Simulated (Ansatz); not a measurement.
Runs of Ansatz 0.2.0 on CdF2. The structure is cubic, space group Fm-3m (No. 225). The conventional cell has a = 5.388 Å, b = 5.388 Å, c = 5.388 Å, α = 90.00°, β = 90.00°, γ = 90.00°. Cd (site symmetry m-3m) is surrounded by 8 F at 2.33 Å. Around F (site symmetry -43m) lie 4 Cd at 2.33 Å. 

```tsv
task	level	k mesh	smearing	points for each segment of the path	gap on the mesh (eV)	pressure (GPa)
single point	PBE	9 × 9 × 9	gaussian 0.021 eV	-	3.13	5.5
single point	PBE	9 × 9 × 9	gaussian 0.024 eV	-	3.13	5.5
single point	PBE	9 × 9 × 9	gaussian 0.016 eV	-	3.13	5.5
single point	PBE	9 × 9 × 9	gaussian 0.018 eV	-	3.13	5.5
band structure	B3LYP	5 × 5 × 5	fermi-dirac 0.05 eV	4	5.49	(a)
```

Alike in all rows: potentials or basis Ansatz PAW; no spin polarisation; cell as given; cutoff (eV) 420.

Question: Fill in the values left out.

Answer: (a) 4.4.

Caveats: odd divisions of the mesh miss points on the zone boundary, where band edges often lie, so the gap on the mesh can be too wide (some runs); the k mesh misses the band edges, so the gap on the mesh is wider than the one along the path (some runs); the PAW data sets come from PBE, with cores solved anew for the run's functional, which leaves a small shift of forces and pressure (some runs); the thresholds are loose for stress (some runs).

A k mesh can miss the band edges, and the runs leave out spin-orbit coupling on Cd.
